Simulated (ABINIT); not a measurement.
Cu in ABINIT: the effect of dispersion

Cu:

```
Cu
1.0
    -1.44279    1.44279    1.37608
     1.44279   -1.44279    1.37608
     1.44279    1.44279   -1.37608
Cu
1
Direct
  0.00000 0.00000 0.00000
```

This isn't the form of Cu at room conditions, which is fcc.

Alike in all runs:

- Program: ABINIT 10.8.3 (patched build)
- Task: relaxation of cell and atoms
- Functional: PBE
- Potentials or basis: JTH PAW PBE v2.0
- Cutoff: 707 eV
- k mesh: 13 × 13 × 13
- Occupations: fermi-dirac, width 0.05 eV
- Spin: no spin polarisation

Each run relaxes the cell or the atoms first.

Problem. One run gave: relaxed volume 12.02 Å³/atom. Which dispersion did it use?
A. D3
B. D3(BJ)
C. none

Solution. C.

```tsv
dispersion	relaxed volume (Å³/atom)
none	12.02
D3	11.29
D3(BJ)	11.35
```

Caveats: pairwise dispersion overbinds metals, which lowers pressure and volume (some runs).
